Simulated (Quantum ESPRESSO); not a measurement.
# Si (Fd-3m) in Quantum ESPRESSO: notebook

One crystal, Si, is run at these levels: PBE; tasks: energy-loss spectrum.

Everything below comes from runs of Quantum ESPRESSO 7.5. Logs are shortened: lines on timing, memory, paths and dates and some standing lists are left out, and cuts for length are marked.

## (1) The crystal as given

The structure is cubic, space group Fd-3m (No. 227). Conventional cell: a = 5.444 Å, b = 5.444 Å, c = 5.444 Å, α = 90.00°, β = 90.00°, γ = 90.00°. Around Si (site symmetry -43m) lie 4 Si at 2.36 Å.

## (2) Energy-loss spectrum, PBE

pw.in reads:

```
&CONTROL
  calculation = 'scf'
  prefix = 'pwscf'
  outdir = './tmp'
  pseudo_dir = './pseudo'
  tprnfor = .true.
  tstress = .true.
  disk_io = 'low'
/
&SYSTEM
  ibrav = 0
  nat = 2
  ntyp = 1
  ecutwfc = 45
  ecutrho = 360
  nbnd = 9
  occupations = 'smearing'
  smearing = 'fd'
  degauss = 0.00367493
/
&ELECTRONS
  conv_thr = 4d-10
  electron_maxstep = 120
  mixing_beta = 0.5
/
ATOMIC_SPECIES
Si    28.0850 si_pbe_v1.uspp.F.UPF
CELL_PARAMETERS bohr
   0.0000000000    5.1435532945    5.1435532945
   5.1435532945    0.0000000000    5.1435532945
   5.1435532945    5.1435532945    0.0000000000
ATOMIC_POSITIONS bohr
Si     5.1435532945    5.1435532945    5.1435532945
Si     7.7153299417    7.7153299417    7.7153299417
K_POINTS automatic
4 4 4 1 1 1
```

scf2.in reads:

```
&CONTROL
  calculation = 'scf'
  prefix = 'pwscf'
  outdir = './tmp'
  pseudo_dir = './pseudo'
  tprnfor = .true.
  tstress = .true.
  disk_io = 'low'
/
&SYSTEM
  ibrav = 0
  nat = 2
  ntyp = 1
  ecutwfc = 45
  ecutrho = 360
  nbnd = 9
  occupations = 'fixed'
/
&ELECTRONS
  conv_thr = 1d-11
  electron_maxstep = 120
  mixing_beta = 0.5
  startingpot = 'file'
  startingwfc = 'file'
/
ATOMIC_SPECIES
Si    28.0850 si_pbe_v1.uspp.F.UPF
CELL_PARAMETERS bohr
   0.0000000000    5.1435532945    5.1435532945
   5.1435532945    0.0000000000    5.1435532945
   5.1435532945    5.1435532945    0.0000000000
ATOMIC_POSITIONS bohr
Si     5.1435532945    5.1435532945    5.1435532945
Si     7.7153299417    7.7153299417    7.7153299417
K_POINTS automatic
4 4 4 1 1 1
```

eels.in reads:

```
&LR_INPUT
  prefix = 'pwscf'
  outdir = './tmp'
  restart_step = 5000
  restart = .false.
/
&LR_CONTROL
  calculator = 'lanczos'
  approximation = 'RPA_with_CLFE'
  q1 = 0.4594738188
  q2 = 0
  q3 = 0
  itermax = 300
/
```

spectrum.in reads:

```
&LR_INPUT
  prefix = 'pwscf'
  outdir = './tmp'
  eels = .true.
  itermax0 = 300
  itermax = 20000
  extrapolation = 'osc'
  epsil = 0.03
  units = 1
  start = 0
  end = 40
  increment = 0.2
/
```

spectrum_short.in reads:

```
&LR_INPUT
  prefix = 'pwscf'
  outdir = './tmp'
  eels = .true.
  itermax0 = 200
  itermax = 20000
  extrapolation = 'osc'
  epsil = 0.03
  units = 1
  start = 0
  end = 40
  increment = 0.2
/
```

Potentials or basis: GBRV 1.5 PBE.

Launch:

```bash
OMP_NUM_THREADS=1 pw.x -in pw.in > pw.out
OMP_NUM_THREADS=1 pw.x -in scf2.in > scf2.out
OMP_NUM_THREADS=1 turbo_eels.x -in eels.in > eels.out
OMP_NUM_THREADS=1 turbo_spectrum.x -in spectrum.in > spectrum.out
OMP_NUM_THREADS=1 turbo_spectrum.x -in spectrum_short.in > spectrum_short.out
```

pw.out:

```text
This program is part of the open-source Quantum ESPRESSO suite
     for quantum simulation of materials; please cite
[... 9 lines left out ...]
     --------------------
     sticks:   dense  smooth     PW     G-vecs:    dense   smooth      PW
     Sum        1303     649    199                31283    11017    1917

     Using Slab Decomposition

     bravais-lattice index     =            0
     lattice parameter (alat)  =       7.2741  a.u.
     unit-cell volume          =     272.1571 (a.u.)^3
     number of atoms/cell      =            2
     number of atomic types    =            1
     number of electrons       =         8.00
     number of Kohn-Sham states=            9
     kinetic-energy cutoff     =      45.0000  Ry
     charge density cutoff     =     360.0000  Ry
     scf convergence threshold =      4.0E-10
     mixing beta               =       0.5000
     number of iterations used =            8  plain     mixing
     Exchange-correlation= SLA  PW   PBE  PBE
                           (   1   4   3   4   0   0   0)

     celldm(1)=   7.274083  celldm(2)=   0.000000  celldm(3)=   0.000000
     celldm(4)=   0.000000  celldm(5)=   0.000000  celldm(6)=   0.000000

     crystal axes: (cart. coord. in units of alat)
               a(1) = (   0.000000   0.707107   0.707107 )
               a(2) = (   0.707107   0.000000   0.707107 )
               a(3) = (   0.707107   0.707107   0.000000 )

     reciprocal axes: (cart. coord. in units 2 pi/alat)
               b(1) = ( -0.707107  0.707107  0.707107 )
               b(2) = (  0.707107 -0.707107  0.707107 )
               b(3) = (  0.707107  0.707107 -0.707107 )

     PseudoPot. # 1 for Si read from file:
     si_pbe_v1.uspp.F.UPF
     Pseudo is Ultrasoft + core correction, Zval =  4.0
     Generated by new atomic code, or converted to UPF format
     Using radial grid of  899 points,  6 beta functions with:
                l(1) =   0
                l(2) =   0
                l(3) =   1
                l(4) =   1
                l(5) =   2
                l(6) =   2
     Q(r) pseudized with  8 coefficients,  rinner =    0.900   0.900   0.900
                                                       0.900   0.900

     atomic species   valence    mass     pseudopotential
     Si                4.00    28.08500     Si( 1.00)

     48 Sym. Ops., with inversion, found (24 have fractional translation)

   Cartesian axes

     site n.     atom                  positions (alat units)
         1        Si     tau(   1) = (   0.7071068   0.7071068   0.7071068  )
         2        Si     tau(   2) = (   1.0606602   1.0606602   1.0606602  )

     number of k points=    10  Fermi-Dirac smearing, width (Ry)=  0.0037
                       cart. coord. in units 2pi/alat
        k(    1) = (   0.0883883   0.0883883   0.0883883), wk =   0.0625000
        k(    2) = (   0.2651650   0.2651650  -0.0883883), wk =   0.1875000
        k(    3) = (  -0.2651650  -0.2651650   0.4419417), wk =   0.1875000
        k(    4) = (  -0.0883883  -0.0883883   0.2651650), wk =   0.1875000
        k(    5) = (   0.4419417   0.0883883   0.0883883), wk =   0.1875000
        k(    6) = (  -0.0883883  -0.4419417   0.6187184), wk =   0.3750000
        k(    7) = (   0.0883883  -0.2651650   0.4419417), wk =   0.3750000
        k(    8) = (  -0.6187184   0.0883883   0.0883883), wk =   0.1875000
        k(    9) = (   0.2651650   0.2651650   0.2651650), wk =   0.0625000
        k(   10) = (  -0.2651650  -0.2651650   0.7954951), wk =   0.1875000

     Dense  grid:    31283 G-vectors     FFT dimensions: (  48,  48,  48)

     Smooth grid:    11017 G-vectors     FFT dimensions: (  32,  32,  32)

     Initial potential from superposition of free atoms

     starting charge       7.9987, renormalised to       8.0000
     Starting wfcs are    8 randomized atomic wfcs +    1 random wfcs

     Self-consistent Calculation

     iteration #  1     ecut=    45.00 Ry     beta= 0.50
     Davidson diagonalization with overlap
     ethr =  1.00E-02,  avg # of iterations =  5.3

     Threshold (ethr) on eigenvalues was too large:
     Diagonalizing with lowered threshold

     Davidson diagonalization with overlap
     ethr =  6.75E-04,  avg # of iterations =  1.1

     total energy              =     -19.19296066 Ry
     estimated scf accuracy    <       0.05566640 Ry

     iteration #  2     ecut=    45.00 Ry     beta= 0.50
     Davidson diagonalization with overlap
     ethr =  6.96E-04,  avg # of iterations =  1.0

     total energy              =     -19.19263809 Ry
     estimated scf accuracy    <       0.00949750 Ry

     iteration #  3     ecut=    45.00 Ry     beta= 0.50
     Davidson diagonalization with overlap
     ethr =  1.19E-04,  avg # of iterations =  2.1

     total energy              =     -19.19308762 Ry
     estimated scf accuracy    <       0.00014534 Ry

     iteration #  4     ecut=    45.00 Ry     beta= 0.50
     Davidson diagonalization with overlap
     ethr =  1.82E-06,  avg # of iterations =  5.7

     total energy              =     -19.19314159 Ry
     estimated scf accuracy    <       0.00000037 Ry

     iteration #  5     ecut=    45.00 Ry     beta= 0.50
     Davidson diagonalization with overlap
     ethr =  4.64E-09,  avg # of iterations =  4.1

     total energy              =     -19.19314431 Ry
     estimated scf accuracy    <       0.00000005 Ry

     iteration #  6     ecut=    45.00 Ry     beta= 0.50
     Davidson diagonalization with overlap
     ethr =  5.78E-10,  avg # of iterations =  2.0

     total energy              =     -19.19314432 Ry
     estimated scf accuracy    <          1.5E-09 Ry

     iteration #  7     ecut=    45.00 Ry     beta= 0.50
     Davidson diagonalization with overlap
     ethr =  1.91E-11,  avg # of iterations =  3.0

     End of self-consistent calculation

          k = 0.0884 0.0884 0.0884 (  1399 PWs)   bands (ev):

    -5.5886   4.5221   5.8312   5.8312   8.6010   9.1028   9.1028  10.7622
    13.3678

          k = 0.2652 0.2652-0.0884 (  1382 PWs)   bands (ev):

    -4.5497   1.5080   3.8232   5.3478   8.8168   9.7934   9.9715  12.3882
    12.6033

          k =-0.2652-0.2652 0.4419 (  1393 PWs)   bands (ev):

    -3.3925  -0.5982   3.8502   4.5659   8.3049   9.6275  10.2217  13.4689
    15.1013

          k =-0.0884-0.0884 0.2652 (  1382 PWs)   bands (ev):

    -5.0547   2.9001   4.8098   4.8815   8.2684   9.7977  10.5747  10.8716
    13.5727

          k = 0.4419 0.0884 0.0884 (  1387 PWs)   bands (ev):

    -4.0114   1.1855   3.4675   3.9260   7.4806   9.0219  12.0862  12.3687
    16.2227

          k =-0.0884-0.4419 0.6187 (  1390 PWs)   bands (ev):

    -2.3490  -0.7950   2.0913   3.1826   8.5141  10.4006  11.3754  13.5297
    14.4912

          k = 0.0884-0.2652 0.4419 (  1388 PWs)   bands (ev):

    -3.5895   0.2952   2.8204   4.2035   8.9954   9.6680  11.1271  12.0379
    15.1121

          k =-0.6187 0.0884 0.0884 (  1378 PWs)   bands (ev):

    -2.5219  -0.6948   2.7102   3.4542   7.0313   8.0971  14.3546  14.4297
    16.8308

          k = 0.2652 0.2652 0.2652 (  1392 PWs)   bands (ev):

    -4.1104   0.1980   5.0371   5.0371   7.7600   9.5752   9.5752  13.9887
    14.6932

          k =-0.2652-0.2652 0.7955 (  1388 PWs)   bands (ev):

    -2.8914  -0.4995   2.1554   4.2445   7.9719  11.5647  11.5895  13.0539
    14.0922

     the Fermi energy is     6.4211 ev

!    total energy              =     -19.19314432 Ry
     estimated scf accuracy    <          1.5E-10 Ry
     smearing contrib. (-TS)   =      -0.00000009 Ry
     internal energy E=F+TS    =     -19.19314423 Ry

     The total energy is F=E-TS. E is the sum of the following terms:
     one-electron contribution =       5.05353086 Ry
     hartree contribution      =       1.12269098 Ry
     xc contribution           =      -8.61270705 Ry
     ewald contribution        =     -16.75665902 Ry

     convergence has been achieved in   7 iterations

     Forces acting on atoms (cartesian axes, Ry/au):

     atom    1 type  1   force =     0.00000000    0.00000000    0.00000000
     atom    2 type  1   force =     0.00000000    0.00000000    0.00000000

     Total force =     0.000000     Total SCF correction =     0.000000

     Computing stress (Cartesian axis) and pressure

          total   stress  (Ry/bohr**3)                   (kbar)     P=       12.07
   0.00008204   0.00000000   0.00000000           12.07        0.00        0.00
   0.00000000   0.00008204   0.00000000            0.00       12.07        0.00
   0.00000000   0.00000000   0.00008204            0.00        0.00       12.07

=------------------------------------------------------------------------------=
   JOB DONE.
=------------------------------------------------------------------------------=
```

Wall time 1.8 min (1 thread of Arm Neoverse V2, shared host); peak memory 0.16 GiB.

Results:

```yaml
Free_energy: -261.1360 eV
Pressure: 1.2 GPa
Peak_of_the_energy-loss_function: 18.8 eV
```

Energy-loss function at q = [0.75, 0.0, 0.0] (Å⁻¹, cartesian):
```csv
energy (eV),loss
0.0,0.000
1.8,0.006
3.4,0.015
5.2,0.071
7.0,0.141
8.6,0.214
10.4,0.346
12.2,0.592
13.8,0.880
15.6,1.276
17.4,2.125
19.0,2.610
20.8,1.662
22.4,0.853
24.2,0.361
26.0,0.181
27.6,0.122
29.4,0.094
31.2,0.076
32.8,0.060
34.6,0.046
36.4,0.041
38.0,0.040
39.8,0.040
```

## (3) Energy-loss spectrum, PBE

pw.in is that of step 2.

scf2.in is that of step 2.

Edit eels.in of step 2 so:

```diff
@@ -9,3 +9,3 @@
   approximation = 'RPA_with_CLFE'
-  q1 = 0.4594738188
+  q1 = 0.6126317583
   q2 = 0
```

spectrum.in is that of step 2.

spectrum_short.in is that of step 2.

Potentials or basis: GBRV 1.5 PBE.

Launch:

```bash
OMP_NUM_THREADS=1 pw.x -in pw.in > pw.out
OMP_NUM_THREADS=1 pw.x -in scf2.in > scf2.out
OMP_NUM_THREADS=1 turbo_eels.x -in eels.in > eels.out
OMP_NUM_THREADS=1 turbo_spectrum.x -in spectrum.in > spectrum.out
OMP_NUM_THREADS=1 turbo_spectrum.x -in spectrum_short.in > spectrum_short.out
```

pw.out:

```text
This program is part of the open-source Quantum ESPRESSO suite
     for quantum simulation of materials; please cite
[... 9 lines left out ...]
     --------------------
     sticks:   dense  smooth     PW     G-vecs:    dense   smooth      PW
     Sum        1303     649    199                31283    11017    1917

     Using Slab Decomposition

     bravais-lattice index     =            0
     lattice parameter (alat)  =       7.2741  a.u.
     unit-cell volume          =     272.1571 (a.u.)^3
     number of atoms/cell      =            2
     number of atomic types    =            1
     number of electrons       =         8.00
     number of Kohn-Sham states=            9
     kinetic-energy cutoff     =      45.0000  Ry
     charge density cutoff     =     360.0000  Ry
     scf convergence threshold =      4.0E-10
     mixing beta               =       0.5000
     number of iterations used =            8  plain     mixing
     Exchange-correlation= SLA  PW   PBE  PBE
                           (   1   4   3   4   0   0   0)
[... 148 lines left out ...]

    -3.5895   0.2952   2.8204   4.2035   8.9954   9.6680  11.1271  12.0379
    15.1121

          k =-0.6187 0.0884 0.0884 (  1378 PWs)   bands (ev):

    -2.5219  -0.6948   2.7102   3.4542   7.0313   8.0971  14.3546  14.4297
    16.8308

          k = 0.2652 0.2652 0.2652 (  1392 PWs)   bands (ev):
[... 6 lines left out ...]
    -2.8914  -0.4995   2.1554   4.2445   7.9719  11.5647  11.5895  13.0539
    14.0922

     the Fermi energy is     6.4211 ev

!    total energy              =     -19.19314432 Ry
     estimated scf accuracy    <          1.5E-10 Ry
     smearing contrib. (-TS)   =      -0.00000009 Ry
     internal energy E=F+TS    =     -19.19314423 Ry

     The total energy is F=E-TS. E is the sum of the following terms:
     one-electron contribution =       5.05353086 Ry
     hartree contribution      =       1.12269098 Ry
     xc contribution           =      -8.61270705 Ry
     ewald contribution        =     -16.75665902 Ry

     convergence has been achieved in   7 iterations

     Forces acting on atoms (cartesian axes, Ry/au):

     atom    1 type  1   force =     0.00000000    0.00000000    0.00000000
     atom    2 type  1   force =     0.00000000    0.00000000    0.00000000

     Total force =     0.000000     Total SCF correction =     0.000000

     Computing stress (Cartesian axis) and pressure

          total   stress  (Ry/bohr**3)                   (kbar)     P=       12.07
   0.00008204   0.00000000   0.00000000           12.07        0.00        0.00
   0.00000000   0.00008204   0.00000000            0.00       12.07        0.00
   0.00000000   0.00000000   0.00008204            0.00        0.00       12.07

=------------------------------------------------------------------------------=
   JOB DONE.
=------------------------------------------------------------------------------=
```

eels.out:

```text
This program is part of the open-source Quantum ESPRESSO suite
     for quantum simulation of materials; please cite
         "P. Giannozzi et al., J. Phys.:Condens. Matter 21 395502 (2009);
         "P. Giannozzi et al., J. Phys.:Condens. Matter 29 465901 (2017);
         "P. Giannozzi et al., J. Chem. Phys. 152 154105 (2020);
     in publications or presentations arising from this work. More details at

[... 776 lines left out ...]
     gamma(00000300)= 22.602937
     z1=       1 -0.781756472155789E-02 -0.103334898580199E-09
     End of Lanczos iterations

     Finished linear response calculation...

     US routines

     EELS routines

=------------------------------------------------------------------------------=
   JOB DONE.
=------------------------------------------------------------------------------=
```

Run time: 1.7 min. Hardware: 1 thread of Arm Neoverse V2, shared host; peak memory 0.16 GiB.

Results:

| Quantity | Value |
| --- | --- |
| Free energy | -261.1360 eV |
| Pressure | 1.2 GPa |
| Peak of the energy-loss function | 20.4 eV |

Energy-loss function at q = [1.0, 0.0, 0.0] (Å⁻¹, cartesian):
```csv
energy (eV),loss
0.0,0.000
1.8,0.006
3.4,0.016
5.2,0.078
7.0,0.145
8.6,0.212
10.4,0.287
12.2,0.409
13.8,0.663
15.6,1.055
17.4,1.311
19.0,1.754
20.8,2.016
22.4,1.370
24.2,0.683
26.0,0.331
27.6,0.203
29.4,0.142
31.2,0.105
32.8,0.078
34.6,0.059
36.4,0.052
38.0,0.051
39.8,0.047
```

[end of part 1 of 2]
